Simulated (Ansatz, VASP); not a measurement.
C in VASP and in Ansatz

```
CELL_PARAMETERS angstrom
0.00000 1.81020 1.73779
1.81020 0.00000 1.73779
1.81020 1.81020 0.00000
ATOMIC_POSITIONS crystal
C 0.50000 0.50000 0.50000
C 0.75000 0.75000 0.75000
```

Alike in both runs: task single point; functional PBE; k mesh 12 × 12 × 12; occupations gaussian, width 0.05 eV; no spin polarisation.

|  | VASP | Ansatz |
| --- | --- | --- |
| version | VASP 6.6.1 | Ansatz 0.2.0 |
| potentials or method | VASP PAW PBE potentials, release 64 (C) | scalar-relativistic, plane waves, PAW |
| plane-wave cutoff (eV) | 520 | 420 |
| valence electrons in the cell | 8 | 8 |

|  | VASP | Ansatz | Ansatz less VASP |
| --- | --- | --- | --- |
| gap on the k mesh at the Fermi level (eV) | 3.13 | 3.14 | +0.005 |
| least direct gap on the mesh (eV) | 4.87 | 4.87 | +0.004 |
| pressure (GPa) | 0.7 | 0.1 | -0.66 |
| largest component of the traceless stress (GPa) | 24.13 | 24.15 | +0.018 |
